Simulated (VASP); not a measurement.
**ZnS in VASP: how settings move the PBE single point**

Aim: see what changed inputs do to the PBE single point of zincblende ZnS, under -3.0 % strain along z alone.

The runs shown are made with VASP 6.6.1. PAW datasets, plane waves. No spin polarisation and no zero-point or thermal motion.

### 1 Starting point

The cell comes from an earlier relaxation with r2SCAN in another program, then strained, with the atoms relaxed again.

It is tetragonal, I-4m2 (No. 119); conventional cell a = 3.810 Å, c = 5.227 Å, 18.97 Å³ an atom. Around Zn lie 4 S at 2.31 Å; around S lie 4 Zn at 2.31 Å.

The structure in full:

```xyz
2
Lattice="0.0000 2.6941 2.6133 2.6941 0.0000 2.6133 2.6941 2.6941 0.0000" Properties=species:S:1:pos:R:3 pbc="T T T"
Zn    0.0000    0.0000    0.0000
S     1.3470    1.3470    1.3066
```

### 2 Reference

Contents of INCAR:

```
ENCUT = 520.000000
SIGMA = 0.020000
EDIFF = 1.00e-07
GGA = PE
PREC = Accurate
IBRION = -1
ISIF = 2
ISMEAR = -1
NBANDS = 16
NELM = 120
NSW = 0
LASPH = .TRUE.
LCHARG = .FALSE.
LWAVE = .FALSE.
LREAL = .FALSE.
```

Contents of KPOINTS:

```
KPOINTS created by Atomic Simulation Environment
0
Gamma
8 8 8
0 0 0
```

Contents of POSCAR:

```
Zn S
 1.0000000000000000
     0.0000000000000000    2.6940858314999998    2.6132632565999998
     2.6940858314999998    0.0000000000000000    2.6132632565999998
     2.6940858314999998    2.6940858314999998    0.0000000000000000
 Zn  S
   1   1
Cartesian
  0.0000000000000000  0.0000000000000000  0.0000000000000000
  1.3470429157499997  1.3470429157499997  1.3066316282999997
```

A file KPOINTS_OPT adds named points for the levels; it doesn't enter the self-consistent loop.

Potentials: the recommended PBE PAW datasets, 18 valence electrons.

The run is started by

```console
$ mpirun -np 1 vasp_std
```

### 3 Try 1

Contents of INCAR:

```
ENCUT = 520.000000
SIGMA = 0.020000
EDIFF = 1.00e-07
GGA = PE
IBRION = -1
ISIF = 2
ISMEAR = -1
NBANDS = 16
NSW = 0
LASPH = .TRUE.
LCHARG = .FALSE.
LWAVE = .FALSE.
LREAL = .FALSE.
LDAU = .TRUE.
LDAUTYPE = 2
LDAUL = 2 -1
LDAUU = 6.0 0
LDAUJ = 0 0
LMAXMIX = 4
PREC = Normal
NELM = 83
```

KPOINTS is that of step 2.

POSCAR is that of step 2.

### 4 Try 2

Contents of INCAR:

```
ENCUT = 520.000000
SIGMA = 0.020000
EDIFF = 1.00e-07
GGA = PE
IBRION = -1
ISIF = 2
ISMEAR = -1
NBANDS = 16
NSW = 0
LASPH = .TRUE.
LCHARG = .FALSE.
LWAVE = .FALSE.
LREAL = .FALSE.
PREC = Single
NELM = 54
```

KPOINTS is that of step 2.

POSCAR is that of step 2.

### 5 Try 3

INCAR, as its differences from that of step 2:

```diff
@@ -4,3 +4,2 @@
 GGA = PE
-PREC = Accurate
 IBRION = -1
@@ -15 +14,2 @@
 LREAL = .FALSE.
+PREC = Medium
```

KPOINTS is that of step 2.

POSCAR is that of step 2.

### 6 Try 4

INCAR, as its differences from that of step 2:

```diff
@@ -7,5 +7,3 @@
 ISIF = 2
-ISMEAR = -1
 NBANDS = 16
-NELM = 120
 NSW = 0
@@ -15 +13,3 @@
 LREAL = .FALSE.
+NELM = 74
+ISMEAR = -5
```

Contents of KPOINTS:

```
KPOINTS created by Atomic Simulation Environment
0
Gamma
1 1 1
0 0 0
```

POSCAR is that of step 2.

What does the calculation give? Wanted: for each run, changed; ending; energy change; pressure; electronic steps; usable.

As calculated:

| run | changed | ending | energy change (meV/atom) | pressure (GPa) | gap on the mesh (eV; negative: overlap) | electronic steps | time | usable |
| --- | --- | --- | --- | --- | --- | --- | --- | --- |
| ref. | – | converged | 0 | 5.0 | 2.22 | 14 | 28 s | yes |
| 1 | LDAU = .TRUE., LDAUTYPE = 2, LDAUL = 2 -1, LDAUU = 6.0 0, LDAUJ = 0 0, LMAXMIX = 4, PREC = Normal, NELM = 83 | converged | – | 2.4 | 2.63 | 14 | 14 s | yes |
| 2 | PREC = Single, NELM = 54 | converged | -0.6 | 5.1 | 2.22 | 14 | 27 s | yes |
| 3 | PREC = Medium | converged | -0.7 | 5.1 | 2.22 | 14 | 14 s | yes |
| 4 | ISMEAR = -5, mesh 1×1×1 | refused | – | – | – | – | 1 s | no |

**Reading.** Of 4 altered inputs, 1 gave no result, 3 gave usable results. Among the usable ones with comparable energies, «PREC = Medium» moves the energy most, by -0.7 meV/atom.
